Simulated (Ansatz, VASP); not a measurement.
**AlNi in VASP and in Ansatz**

```xyz
2
Lattice="0.0000 2.4295 2.4295 2.4295 0.0000 2.4295 2.4295 2.4295 0.0000" Properties=species:S:1:pos:R:3 pbc="T T T"
Ni    0.0000    0.0000    0.0000
Al    2.4295    2.4295    2.4295
```

Alike in both runs: functional PBE; k mesh 14 × 14 × 14; occupations fermi-dirac, width 0.08 eV; no spin polarisation.

Ansatz relaxed the structure, and its values are those at the end. VASP's run is a single point on that final structure, the one shown.

|  | VASP | Ansatz |
| --- | --- | --- |
| version | VASP 6.6.1 | Ansatz 0.2.0 |
| potentials or method | VASP PAW PBE potentials, release 64 (Ni, Al) | PAW with Ansatz's default frozen-core files, scalar-relativistic |
| plane-wave cutoff (eV) | 520 | 420 |
| valence electrons in the cell | 13 | 21 |

|  | VASP | Ansatz | Ansatz less VASP |
| --- | --- | --- | --- |
| pressure (GPa) | 0.0 | 0.0 | -0.01 |

The two sets of potentials don't hold the same shells in valence.

Spin polarisation is off, so any magnetic state and its effect on volume and gap are missing.
